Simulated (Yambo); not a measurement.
# TePb (Fm-3m) in Yambo: notebook

One crystal, TePb, is run at these levels: PBEsol; tasks: optical spectrum.

Program: Yambo 5.3.0. These are calculated values, not measurements. Logs are shortened: lines on timing, memory, paths and dates and some standing lists are left out, and cuts for length are marked.

**The experiment to reproduce.**

A printed reference work, monograph reports, for a bulk crystal of TePb at 4.2 K: band gap 0.19 eV (direct).

How close the calculation comes is told below.

## (1) The crystal as given

Symmetry: Fm-3m, No. 225, cubic system. The conventional cell has a = 6.462 Å, b = 6.462 Å, c = 6.462 Å, α = 90.00°, β = 90.00°, γ = 90.00°. Pb (site symmetry m-3m) has 6 Te at 3.23 Å as nearest neighbours. Around Te (site symmetry m-3m) lie 6 Pb at 3.23 Å.

## (2) Optical spectrum, PBEsol

File optics2.in:

```
optics
chi
tddft
Chimod= "ALDA"
% BndsRnXd
 1 | 35 |
%
NGsBlkXd= 2 Ry
% LongDrXd
 1 | 1 | 0 |
%
% QpntsRXd
 1 | 1 |
%
% EnRngeXd
 0 | 10 | eV
%
% DmRngeXd
 0.05 | 0.05 | eV
%
ETStpsXd= 300
FxcGRLc= 2 Ry
VXCRLvcs= 2 Ry
```

File scf.in:

```
&CONTROL
  calculation = 'scf'
  prefix = 'pwscf'
  outdir = './tmp'
  pseudo_dir = './pseudo'
/
&SYSTEM
  ibrav = 0
  nat = 2
  ntyp = 2
  ecutwfc = 80
  nbnd = 22
  occupations = 'smearing'
  smearing = 'fd'
  degauss = 0.00367493
  force_symmorphic = .true.
/
&ELECTRONS
  conv_thr = 4d-10
  electron_maxstep = 120
  mixing_beta = 0.5
/
ATOMIC_SPECIES
Pb   207.2000 Pb.upf
Te   127.6000 Te.upf
CELL_PARAMETERS bohr
   0.0000000000    6.1057051087    6.1057051087
   6.1057051087    0.0000000000    6.1057051087
   6.1057051087    6.1057051087    0.0000000000
ATOMIC_POSITIONS bohr
Pb     0.0000000000    0.0000000000    0.0000000000
Te     6.1057051087    6.1057051087    6.1057051087
K_POINTS automatic
12 12 12 0 0 0
```

File nscf.in:

```
&CONTROL
  calculation = 'nscf'
  prefix = 'pwscf'
  outdir = './tmp'
  pseudo_dir = './pseudo'
/
&SYSTEM
  ibrav = 0
  nat = 2
  ntyp = 2
  ecutwfc = 80
  nbnd = 35
  occupations = 'fixed'
  force_symmorphic = .true.
/
&ELECTRONS
  conv_thr = 1d-08
  diago_full_acc = .true.
  diago_thr_init = 1d-06
/
ATOMIC_SPECIES
Pb   207.2000 Pb.upf
Te   127.6000 Te.upf
CELL_PARAMETERS bohr
   0.0000000000    6.1057051087    6.1057051087
   6.1057051087    0.0000000000    6.1057051087
   6.1057051087    6.1057051087    0.0000000000
ATOMIC_POSITIONS bohr
Pb     0.0000000000    0.0000000000    0.0000000000
Te     6.1057051087    6.1057051087    6.1057051087
K_POINTS automatic
12 12 12 0 0 0
```

Potentials or basis: PseudoDojo 0.4.1 SR PBEsol standard.

The run is started by

```bash
$ OMP_NUM_THREADS=1 pw.x -in scf.in > scf.out
$ OMP_NUM_THREADS=1 pw.x -in nscf.in > nscf.out
$ cd tmp/pwscf.save; p2y; mv SAVE ../..; cd ../..
$ OMP_NUM_THREADS=1 yambo
$ OMP_NUM_THREADS=1 yambo -F optics2.in -J optics2 -C optics2_out
```

Yambo's report:

```text
[... sections 02.01 to 02.04 as in the set-up run ...]

  [02.05] Energies & Occupations
  ==============================

  [X] === General ===
  [X] Electronic Temperature                        :  0.000000  0.000000 [eV K]
  [X] Bosonic    Temperature                        :  0.000000  0.000000 [eV K]
  [X] Finite Temperature mode                       : no
  [X] El. density                                   :  0.44471E+24 [cm-3]
  [X] Fermi Level                                   :  8.866168 [eV]

  [X] === Gaps and Widths ===
  [X] Conduction Band Min                           :  0.670571 [eV]
  [X] Valence Band Max                              :  0.000000 [eV]
  [X] Filled Bands                                  :  15
  [X] Empty Bands                                   :   16   35
  [X] Direct Gap                                    :  0.670571 [eV]
  [X] Direct Gap localized at k                     :   7
  [X] Indirect Gap                                  :  0.670571 [eV]
  [X] Indirect Gap between kpts                     :   7   7
  [X] Last valence band width                       :  2.794949 [eV]
  [X] 1st conduction band width                     :  3.413213 [eV]

 [03] Transferred momenta grid and indexing
 ==========================================

 IBZ Q-points                                      :   72
 BZ  Q-points                                      :  1728

 K/Q-points units:
 rlu = crystal or reduced units; cc = cartesian coordinates; iku = interal k-units

 Q [ 1]         [rlu]:  0.000000  0.000000  0.000000
 Q [ 2]         [rlu]:  0.72967E-18  0.72967E-18  0.83333E-01
 Q [ 3]         [rlu]:  0.10673E-17  0.10673E-17  0.16667
 Q [ 4]         [rlu]: -0.49459E-17 -0.49459E-17  0.25000
 Q [ 5]         [rlu]:  0.21347E-17  0.21347E-17  0.33333
 Q [ 6]         [rlu]:  0.10783E-16  0.38539E-16  0.41667
 Q [ 7]         [rlu]:  0.98918E-17  0.98918E-17 -0.50000
 Q [ 8]         [rlu]: -0.12245E-17  0.83333E-01  0.83333E-01
 Q [ 9]         [rlu]:  0.72967E-18  0.83333E-01  0.16667
 Q [10]         [rlu]:  0.10673E-17  0.83333E-01  0.25000
 Q [11]         [rlu]: -0.49459E-17  0.83333E-01  0.33333
 Q [12]         [rlu]:  0.44867E-17  0.83333E-01  0.41667
 Q [13]         [rlu]:  0.76472E-17  0.83333E-01  0.50000
 Q [14]         [rlu]:  0.11460E-16  0.83333E-01 -0.41667
 Q [15]         [rlu]:  0.14620E-16  0.83333E-01 -0.33333
[... 33 lines left out ...]
 Q [49]         [rlu]:  0.083333  0.250000  0.333333
 Q [50]         [rlu]:  0.083333  0.250000  0.416667

 Remaining 22 points informations can be written running with -fatlog

 [04] Dipoles
 ============

  [04.01] Setup: observables and procedures
  =========================================

  [WF-Oscillators/G space/Transverse up loader] Normalization (few states)  min/max  :  0.17905E-17   1.0000

  [WR./optics2//ndb.dipoles]------------------------------------------------------
   Brillouin Zone Q/K grids (IBZ/BZ)                :    72  1728    72  1728
   RL vectors                                       :   6855 [WF]
   Fragmentation                                    : yes
   Electronic Temperature                           :  0.000000 [K]
   Bosonic    Temperature                           :  0.000000 [K]
   DIP band range                                   :    1   35
   DIP band range limits                            :  15  16
   DIP e/h energy range                             : -1.000000 -1.000000 [eV]
   RL vectors in the sum                            :   6855
   [r,Vnl] included                                 : yes
   Bands ordered                                    : yes
   Direct v evaluation                              : no
   Approach used                                    : G-space v
   Dipoles computed                                 : R V P [G-space]
   Wavefunctions                                    : Perdew, Burke & Ernzerhof SOL(X)+Perdew, Burke & Ernzerhof SOL(C)

  [WARNING] [r,Vnl^pseudo] included in position and velocity dipoles.

  [WARNING] In case H contains other non local terms, these are neglected

 [05] Optics
 ===========

 [xc] Functional : Perdew, Burke & Ernzerhof SOL(X)+Perdew, Burke & Ernzerhof SOL(C)
 [xc] LIBXC used to calculate xc functional
  PP Number of Atomic Species                      :  2
  NLCC RL compoments                               :   44039
 [X-CG] R(p) Tot o/o(of R):    15699   518400      100
```

o-optics2.eps_q1_inv_alda_dyson:

```text
# Absorption @ Q(1):  0.707106781     0.707106781      0.00000000    [q->0 direction]
#
# [ X ] Hartree size                              :  27
# [GEN] GF Energies                               : Perdew, Burke & Ernzerhof SOL(X)+Perdew, Burke & Ernzerhof SOL(C)
# [GEN] Green`s Function                          : T-ordered
#
# [GEN] Gauge                                     : Length
# [GEN] [r,Vnl] included                          : yes
#
#    E[1] [eV]          Im(eps)            Re(eps)            Im(eps_o)          Re(eps_o)
#
        0.000000           0.738229           29.81181           0.759832           30.74295
        0.033445           0.739115           29.82120           0.760728           30.75252
        0.066890           0.741784           29.84943           0.763427           30.78128
        0.100334           0.746274           29.89667           0.767965           30.82939
        0.133779           0.752648           29.96320           0.774406           30.89714
        0.167224           0.761000           30.04944           0.782840           30.98495
[... 292 lines left out ...]
        9.966555           1.083098          -0.686803           1.484231          -1.013247
        10.00000           1.196158          -0.727916           1.464386          -1.160766
#
```

It took 3.6 min on 1 thread of Arm Neoverse V2, shared host; peak memory 1.1 GiB.

Results:

```yaml
Band_gap_on_the_k_mesh_mean-field_level: 0.67 eV, direct
Absorption_peak: 1.87 eV
Electronic_dielectric_constant_along_the_field: 29.81
Electronic_dielectric_constant_along_the_field_independent_particles: 30.74
```

Dielectric function (along the field direction of the input):
```tsv
energy (eV)	real part	imaginary part
0.27	30.43	0.80
0.77	35.20	1.66
1.27	44.95	16.57
1.77	61.79	75.59
2.31	-30.41	39.69
2.81	-19.15	17.40
3.31	-12.51	7.94
3.85	-8.22	4.02
4.35	-4.92	2.95
4.85	-2.86	1.79
5.38	-0.52	2.92
5.89	-1.25	4.40
6.39	0.24	3.08
6.92	-1.39	3.17
7.42	-2.81	2.67
7.93	-1.24	1.56
8.46	-2.03	1.48
8.96	-1.54	1.21
9.46	-0.53	1.51
10.00	-0.73	1.20
```

Caveat: the LDA kernel is used on GGA states, which is inconsistent by a few percent; these spectra lack excitons; spin-orbit coupling is left out, which as a rule narrows the gap of such compounds by several tenths of an eV.

## (3) Optical spectrum, PBEsol

File optics3.in:

```
optics
chi
Chimod= "IP"
% BndsRnXd
 1 | 35 |
%
% LongDrXd
 1 | 0 | 0 |
%
% QpntsRXd
 1 | 1 |
%
% EnRngeXd
 0 | 20 | eV
%
% DmRngeXd
 0.3 | 0.3 | eV
%
ETStpsXd= 200
```

scf.in is that of step 2.

nscf.in is that of step 2.

Potentials or basis: PseudoDojo 0.4.1 SR PBEsol standard.

The run is started by

```bash
$ OMP_NUM_THREADS=1 pw.x -in scf.in > scf.out
$ OMP_NUM_THREADS=1 pw.x -in nscf.in > nscf.out
$ cd tmp/pwscf.save; p2y; mv SAVE ../..; cd ../..
$ OMP_NUM_THREADS=1 yambo
$ OMP_NUM_THREADS=1 yambo -F optics3.in -J optics3 -C optics3_out
```

Yambo's report:

```text
[... sections 02.01 to 02.04 as in the set-up run ...]

  [02.05] Energies & Occupations
  ==============================

  [X] === General ===
  [X] Electronic Temperature                        :  0.000000  0.000000 [eV K]
  [X] Bosonic    Temperature                        :  0.000000  0.000000 [eV K]
  [X] Finite Temperature mode                       : no
  [X] El. density                                   :  0.44471E+24 [cm-3]
  [X] Fermi Level                                   :  8.866168 [eV]

  [X] === Gaps and Widths ===
  [X] Conduction Band Min                           :  0.670571 [eV]
  [X] Valence Band Max                              :  0.000000 [eV]
  [X] Filled Bands                                  :  15
  [X] Empty Bands                                   :   16   35
  [X] Direct Gap                                    :  0.670571 [eV]
  [X] Direct Gap localized at k                     :   7
  [X] Indirect Gap                                  :  0.670571 [eV]
  [X] Indirect Gap between kpts                     :   7   7
[... 60 lines left out ...]
 Q [49]         [rlu]:  0.083333  0.250000  0.333333
 Q [50]         [rlu]:  0.083333  0.250000  0.416667

 Remaining 22 points informations can be written running with -fatlog

 [04] Dipoles
 ============

  [04.01] Setup: observables and procedures
  =========================================

  [WF-Oscillators/G space/Transverse up loader] Normalization (few states)  min/max  :  0.17905E-17   1.0000

  [WR./optics3//ndb.dipoles]------------------------------------------------------
   Brillouin Zone Q/K grids (IBZ/BZ)                :    72  1728    72  1728
   RL vectors                                       :   6855 [WF]
   Fragmentation                                    : yes
   Electronic Temperature                           :  0.000000 [K]
   Bosonic    Temperature                           :  0.000000 [K]
   DIP band range                                   :    1   35
   DIP band range limits                            :  15  16
   DIP e/h energy range                             : -1.000000 -1.000000 [eV]
   RL vectors in the sum                            :   6855
   [r,Vnl] included                                 : yes
   Bands ordered                                    : yes
   Direct v evaluation                              : no
   Approach used                                    : G-space v
   Dipoles computed                                 : R V P [G-space]
   Wavefunctions                                    : Perdew, Burke & Ernzerhof SOL(X)+Perdew, Burke & Ernzerhof SOL(C)

  [WARNING] [r,Vnl^pseudo] included in position and velocity dipoles.

  [WARNING] In case H contains other non local terms, these are neglected

 [05] Optics
 ===========

 [X-CG] R(p) Tot o/o(of R):    15699   518400      100
```

Run time: 3.4 min. Hardware: 1 thread of Arm Neoverse V2, shared host; peak memory 0.32 GiB.

Results:

- Band gap on the k mesh, mean-field level: 0.67 eV, direct
- Absorption peak: 1.91 eV
- Electronic dielectric constant along the field: 30.02

Dielectric function (along the field direction of the input):
| energy (eV) | real part | imaginary part |
| --- | --- | --- |
| 0.30 | 30.65 | 4.82 |
| 0.80 | 34.83 | 8.24 |
| 1.31 | 40.95 | 22.33 |
| 1.81 | 23.02 | 53.43 |
| 2.31 | -10.84 | 35.73 |
| 2.81 | -12.96 | 19.79 |
| 3.32 | -10.33 | 10.36 |
| 3.82 | -6.90 | 6.41 |
| 4.32 | -4.49 | 4.37 |
| 4.82 | -2.51 | 3.45 |
| 5.33 | -0.87 | 3.66 |
| 5.83 | -0.35 | 4.28 |
| 6.33 | -0.74 | 4.63 |
| 6.83 | -1.46 | 4.54 |
| 7.34 | -2.24 | 3.68 |
| 7.84 | -1.88 | 2.66 |
| 8.34 | -1.56 | 2.22 |
| 8.84 | -1.25 | 1.99 |
| 9.35 | -0.90 | 1.91 |
| 9.85 | -1.09 | 1.72 |
| 10.35 | -0.98 | 1.44 |
| 10.85 | -0.85 | 1.17 |
| 11.36 | -0.67 | 1.02 |
| 11.86 | -0.51 | 0.88 |
| 12.36 | -0.39 | 0.78 |
| 12.86 | -0.27 | 0.70 |
| 13.37 | -0.18 | 0.62 |
| 13.87 | -0.09 | 0.55 |
| 14.37 | 0.03 | 0.46 |
| 14.87 | 0.13 | 0.45 |
| 15.38 | 0.22 | 0.42 |
| 15.88 | 0.28 | 0.38 |
| 16.38 | 0.38 | 0.33 |
| 16.88 | 0.52 | 0.32 |
| 17.39 | 0.67 | 0.37 |
| 17.89 | 0.78 | 0.60 |
| 18.39 | 0.56 | 0.71 |
| 18.89 | 0.47 | 0.65 |
| 19.40 | 0.47 | 0.56 |
| 20.00 | 0.47 | 0.57 |

Caveat: independent-particle spectra lack excitons; spin-orbit coupling is left out, which as a rule narrows the gap of such compounds by several tenths of an eV.

## (4) Comparison with measurements

Step 2. Measured gap of TePb: 0.19 eV (direct; 4.2 K; a printed reference work, monograph). This calculation gives 0.67 eV (+0.48 eV). Spin-orbit coupling on Pb, Te is left out. The value is that of PBEsol on a finite k mesh, which can miss the band edges, without temperature or zero-point motion.

Step 3. Measured gap of TePb: 0.19 eV (direct; 4.2 K; a printed reference work, monograph). This calculation gives 0.67 eV (+0.48 eV). Spin-orbit coupling on Pb, Te is left out. The value is that of PBEsol on a finite k mesh, which can miss the band edges, without temperature or zero-point motion.
